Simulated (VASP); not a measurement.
Crystal: TePb.

```xyz
2
Lattice="0.0000 3.2310 3.2310 3.2310 0.0000 3.2310 3.2310 3.2310 0.0000" Properties=species:S:1:pos:R:3 pbc="T T T"
Pb    0.0000    0.0000    0.0000
Te    3.2310    3.2310    3.2310
```

- Program: VASP 6.6.1
- Task: relaxation of cell and atoms
- Functional: PW91
- Potentials or basis: VASP PAW PBE potentials, release 64 (Pb_d, Te)
- Cutoff: 600 eV
- k mesh: 7 × 7 × 7
- Occupations: fermi-dirac, width 0.05 eV
- Spin: no spin polarisation

At the start: pressure 2.2 GPa; volume 33.73 Å³/atom.

Task: How do energy, volume and symmetry change on relaxing?

Result: Over 3 steps the energy falls by 10.5 meV/atom and the volume is 35.36 Å³/atom (+4.8 %); space group Fm-3m (No. 225, to 0.05 Å).

Step by step:
```tsv
step	energy change (eV)	largest force (eV/Å)	pressure (GPa)	volume (Å³)
1	0.0000	0.0000	2.21	67.46
2	-0.0180	0.0000	-0.69	72.10
3	-0.0209	0.0000	0.03	70.72
```

Final structure:
```xyz
2
Lattice="0.0000 3.2823 3.2823 3.2823 0.0000 3.2823 3.2823 3.2823 0.0000" Properties=species:S:1:pos:R:3 pbc="T T T"
Pb    0.0000    0.0000    0.0000
Te    3.2823    3.2823    3.2823
```

Caveat: the PAW data sets were made with another functional, which shifts forces and pressure a little.
